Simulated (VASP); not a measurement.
# Y (Fm-3m) in VASP: notebook

One crystal, Y, is run at these levels: LDA; tasks: single point.

Program: VASP 6.6.1. These are calculated values, not measurements. Logs are shortened: lines on timing, memory, paths and dates and some standing lists are left out, and cuts for length are marked.

**1. The crystal as given**

Symmetry: Fm-3m, No. 225, cubic system. Conventional cell: a = 4.970 Å, b = 4.970 Å, c = 4.970 Å, α = 90.00°, β = 90.00°, γ = 90.00°. Around Y (site symmetry m-3m) lie 12 Y at 3.51 Å.

This isn't the form of Y at room conditions, which is hcp.

**2. Single point, LDA**

INCAR reads:

```
SYSTEM = Y
PREC = Accurate
ENCUT = 520
EDIFF = 1E-7
ISMEAR = 0
SIGMA = 0.15
LREAL = .False.
LASPH = .True.
NELM = 100
ALGO = Fast
ISIF = 2
LWAVE = .False.
LCHARG = .False.
GGA = CA
NBANDS = 12
```

KPOINTS reads:

```
Automatic mesh
0
Gamma
  16 16 16
  0 0 0
```

POSCAR reads:

```
Y
1.0
    0.0000000000      2.4850000000      2.4850000000
    2.4850000000      0.0000000000      2.4850000000
    2.4850000000      2.4850000000      0.0000000000
Y
1
Direct
    0.0000000000      0.0000000000      0.0000000000
```

Potentials or basis: VASP PAW LDA potentials, release 64 (Y_sv).

Started as:

```bash
> cat potpaw_LDA.64/Y_sv/POTCAR > POTCAR
> mpirun -np 1 vasp_std > vasp.out
```

OUTCAR:

```text
SYSTEM = Y
   PREC = Accurate
   ENCUT = 520
   EDIFF = 1E-7
   ISMEAR = 0
   LREAL = .False.
   LASPH = .True.
   NELM = 100
   ISIF = 2
   GGA = CA

 ion  position               nearest neighbor table
   1  0.000  0.000  0.000-

  LATTYP: Found a face centered cubic cell.
 ALAT       =     4.9700000000

  Lattice vectors:

 A1 = (   0.0000000000,   2.4850000000,   2.4850000000)
 A2 = (   2.4850000000,   0.0000000000,   2.4850000000)
 A3 = (   2.4850000000,   2.4850000000,   0.0000000000)

Analysis of symmetry for initial positions (statically):
=====================================================================
 Subroutine PRICEL returns:
 Original cell was already a primitive cell.

 Routine SETGRP: Setting up the symmetry group for a
 face centered cubic supercell.

 Subroutine GETGRP returns: Found 48 space group operations
 (whereof 48 operations were pure point group operations)
 out of a pool of 48 trial point group operations.

The static configuration has the point symmetry O_h .

Analysis of symmetry for dynamics (positions and initial velocities):
=====================================================================
 Subroutine PRICEL returns:
 Original cell was already a primitive cell.

 Routine SETGRP: Setting up the symmetry group for a
 face centered cubic supercell.

 Subroutine GETGRP returns: Found 48 space group operations
 (whereof 48 operations were pure point group operations)
 out of a pool of 48 trial point group operations.

The dynamic configuration has the point symmetry O_h .

 Subroutine INISYM returns: Found 48 space group operations
 (whereof 48 operations are pure point group operations),
 and found     1 'primitive' translations

----------------------------------------------------------------------------------------

                                     Primitive cell

  volume of cell :      30.6909

  direct lattice vectors                    reciprocal lattice vectors
     0.000000000  2.485000000  2.485000000    -0.201207243  0.201207243  0.201207243
     2.485000000  0.000000000  2.485000000     0.201207243 -0.201207243  0.201207243
     2.485000000  2.485000000  0.000000000     0.201207243  0.201207243 -0.201207243

  length of vectors
     3.514320702  3.514320702  3.514320702     0.348501169  0.348501169  0.348501169

[... 84 lines left out ...]
   ISIF   =      2    stress and relaxation
   ISYM   =      2    0-nonsym 1-usesym 2-fastsym
   POTIM  = 0.5000    time-step for ionic-motion
   TEBEG  =    0.0;   TEEND  =   0.0 temperature during run
   PSTRESS=    0.0 pullay stress
   NELECT =      11.0000    total number of electrons
   NUPDOWN=      -1.0000    fix difference up-down
   EMIN   =  10.00;   EMAX   =-10.00  energy-range for DOS
   EFERMI =   0.00;   METHOD = LEGACY
   ISMEAR =     0;   SIGMA  =   0.15  broadening in eV -4-tet -1-fermi 0-gaus
   EFERMI_NEDOS =   21; number of points for ismear=-14 and -15
   IALGO  =     68    algorithm
   IMIX   =      4    mixing-type and parameters
     AMIX     =   0.40;   BMIX     =  1.00
     AMIX_MAG =   1.60;   BMIX_MAG =  1.00
  volume/ion in A,a.u.               =      30.69       207.11
  Fermi-wavevector in a.u.,A,eV,Ry     =   1.162883  2.197530 18.399114  1.352297
  Thomas-Fermi vector in A             =   2.299439
   LORBIT       =      0    0 simple, 1 ext, 2 COOP (PROOUT), +10 PAW based schemes
   GGA     = CA    functional components
   LHFCALC =     F    Hartree Fock is set to
   AEXX    =    0.0000 exact exchange contribution
   IVDW    =     0    specifies the selected vdW correction
   LEPSILON=     F    determine dielectric tensor
   LRPA    =     F    only Hartree local field effects (RPA)
 non-spin polarized calculation
 RMM-DIIS sequential band-by-band and
 Gauss-broadening in eV      SIGMA  =   0.15
  energy-cutoff  :      520.00
  volume of cell :       30.69
 maximum number of plane-waves:       869
 NGX is ok and might be reduce to    28
   NGX = 13   NGY = 13   NGZ = 13

 number of electron      10.9999999 magnetization

 Free energy of the ion-electron system (eV)
  ---------------------------------------------------
  ext. energy  EPLUGINS =         0.00000000
  ---------------------------------------------------
  free energy    TOTEN  =        -6.93960402 eV

  energy without entropy =       -6.92403964  energy(sigma->0) =       -6.93182183

 E-fermi :   3.2158     XC(G=0):  -9.9058

 val. band max:        3.2133586522   @ k =   0.5000   0.1875   0.0000
 cond. band min:       3.2331301234   @ k =   0.3750   0.1875   0.0000
 fundamental gap:      0.0197714712
 Fermi energy:         3.2158164508

 k-point     1 :       0.0000    0.0000    0.0000
  band No.  band energies     occupation
      1     -39.0957      2.00000
      2     -18.8632      2.00000
      3     -18.8632      2.00000
      4     -18.8632      2.00000
      5      -1.6125      2.00000
      6       5.0055      0.00000
      7       5.0055      0.00000
      8       5.0055      0.00000
      9       7.1474      0.00000
     10       7.1474      0.00000
     11      12.4223      0.00000
     12      15.8208      0.00000
[... 331 lines left out ...]
 k-point    24 :      -0.0625    0.0625    0.0000
  band No.  band energies     occupation
      1     -39.0871      2.00000
      2     -18.9316      2.00000
      3     -18.8828      2.00000
      4     -18.8678      2.00000
      5      -1.3358      2.00000
      6       4.7076      0.00000
      7       5.1329      0.00000
      8       5.1403      0.00000
      9       6.8805      0.00000
     10       7.1348      0.00000
     11      13.0413      0.00000
     12      14.9403      0.00000

 [... further k-points ...]

------------------------ aborting loop because EDIFF is reached ----------------------------------------

  FORCE on cell =-STRESS in cart. coord.  units (eV):
  Direction    XX          YY          ZZ          XY          YZ          ZX
  --------------------------------------------------------------------------------------
  -------------------------------------------------------------------------------------
  Total       -0.3593608     -0.3593608     -0.3593608      0.0000000     -0.0000000     -0.0000000
  in kB      -18.7599712    -18.7599712    -18.7599712      0.0000000     -0.0000000     -0.0000000
  external PRESSURE =     -18.7599712 kB  Pullay stress =       0.0000000 kB

 VOLUME and BASIS-vectors are now :
 -----------------------------------------------------------------------------
  energy-cutoff  :      520.00
  volume of cell :       30.69
      direct lattice vectors                 reciprocal lattice vectors
     0.000000000  2.485000000  2.485000000    -0.201207243  0.201207243  0.201207243
     2.485000000  0.000000000  2.485000000     0.201207243 -0.201207243  0.201207243
     2.485000000  2.485000000  0.000000000     0.201207243  0.201207243 -0.201207243

 POSITION                                       TOTAL-FORCE (eV/Angst)
 -----------------------------------------------------------------------------------
      0.00000      0.00000      0.00000         0.000000      0.000000      0.000000
 -----------------------------------------------------------------------------------
    total drift:                               -0.000000     -0.000000     -0.000000

  FREE ENERGIE OF THE ION-ELECTRON SYSTEM (eV)
  ---------------------------------------------------
  free  energy   TOTEN  =        -6.9396040154 eV

  energy  without entropy=       -6.9240396378  energy(sigma->0) =       -6.93182183
```

OSZICAR:

```text
N       E                     dE             d eps       ncg     rms          rms(c)
DAV:   1     0.249027921431E+02    0.24903E+02   -0.55688E+03  3488   0.834E+02
DAV:   2    -0.585526799773E+01   -0.30758E+02   -0.29962E+02  4236   0.166E+02
DAV:   3    -0.709552253329E+01   -0.12403E+01   -0.12214E+01  4964   0.222E+01
DAV:   4    -0.712510109534E+01   -0.29579E-01   -0.29561E-01  3908   0.323E+00
DAV:   5    -0.712568011826E+01   -0.57902E-03   -0.57898E-03  4572   0.348E-01    0.229E+01
RMM:   6    -0.696902984684E+01    0.15665E+00   -0.14151E-01  3908   0.226E+00    0.139E+01
RMM:   7    -0.694318828042E+01    0.25842E-01   -0.30113E-01  4563   0.323E+00    0.129E+00
RMM:   8    -0.693956513445E+01    0.36231E-02   -0.37585E-02  4152   0.135E+00    0.614E-01
RMM:   9    -0.693962428991E+01   -0.59155E-04   -0.72076E-03  4904   0.508E-01    0.213E-01
RMM:  10    -0.694281743178E+01   -0.31931E-02   -0.85892E-03  4887   0.612E-01    0.137E+00
RMM:  11    -0.693954442606E+01    0.32730E-02   -0.71631E-03  4343   0.759E-01    0.805E-02
RMM:  12    -0.693958538389E+01   -0.40958E-04   -0.57788E-04  4601   0.205E-01    0.651E-02
RMM:  13    -0.693959911386E+01   -0.13730E-04   -0.10523E-04  5028   0.657E-02    0.380E-02
RMM:  14    -0.693960304956E+01   -0.39357E-05   -0.31700E-05  5152   0.369E-02    0.441E-03
RMM:  15    -0.693960379447E+01   -0.74491E-06   -0.52152E-06  4800   0.138E-02    0.115E-02
RMM:  16    -0.693960397965E+01   -0.18519E-06   -0.23982E-06  4582   0.815E-03    0.221E-03
RMM:  17    -0.693960401537E+01   -0.35713E-07   -0.38216E-07  3556   0.326E-03
   1 F= -.69396040E+01 E0= -.69318218E+01  d E =-.155644E-01
```

stdout:

```text
POSCAR found type information on POSCAR Y
 POSCAR found :  1 types and       1 ions
 scaLAPACK will be used
 LDA part: xc-table for (Slater(with rela. corr.)+CA(PZ))
 , standard interpolation
 POSCAR, INCAR and KPOINTS ok, starting setup
 FFT: planning ... GRIDC
 FFT: planning ... GRID_SOFT
 FFT: planning ... GRID
 WAVECAR not read
 entering main loop
WARNING in EDDRMM: call to ZHEGV failed, returncode =   8  4      8
WARNING in EDDRMM: call to ZHEGV failed, returncode =   6  3      5
WARNING in EDDRMM: call to ZHEGV failed, returncode =   6  3     10
```

It took 54 s on 1 thread of Intel Xeon Platinum 8488C (Sapphire Rapids), shared host; peak memory 0.2 GiB.

Results:

* Free energy: -6.9396 eV
* Pressure: -1.9 GPa
* Band gap on the k mesh: none (metal or under the smearing width)

**3. Single point, LDA**

INCAR reads:

```
  PREC = Accurate
  ENCUT = 520
  EDIFF = 1E-6
  ISMEAR = 0
  SIGMA = 0.15
  LREAL = False
  LASPH = True
  NELM = 100
  ALGO = Fast
  ISIF = 2
  LWAVE = False
  LCHARG = False
  NBANDS = 12
```

KPOINTS reads:

```
regular mesh
0
Gamma
  18 18 18
```

POSCAR is that of step 2.

Potentials or basis: VASP PAW LDA potentials, release 64 (Y_sv).

Started as:

```bash
> cat potpaw_LDA.64/Y_sv/POTCAR > POTCAR
> mpirun -np 1 vasp_std > vasp.out
```

Run time: 62 s. Hardware: 1 thread of Intel Xeon Platinum 8488C (Sapphire Rapids), shared host; peak memory 0.21 GiB.

The run converged. Its results:

| Property | Result |
| --- | --- |
| Free energy | -6.9396 eV |
| Pressure | -1.9 GPa |
| Band gap on the k mesh | none (metal or under the smearing width) |

Levels at points of the mesh, in eV from the Fermi level:
| k point | band 2 | band 3 | band 4 | band 5 | band 6 | band 7 | band 8 | band 9 |
| --- | --- | --- | --- | --- | --- | --- | --- | --- |
| (0.00, 0.00, 0.00) | -22.08 | -22.08 | -22.08 | -4.83 | 1.79 | 1.79 | 1.79 | 3.93 |
| (0.50, 0.00, 0.00) | -22.78 | -22.17 | -22.17 | -2.07 | 0.88 | 1.61 | 1.61 | 5.52 |
| (0.50, 0.50, 0.00) | -22.73 | -22.33 | -22.33 | -1.89 | -1.01 | 2.41 | 5.52 | 5.98 |
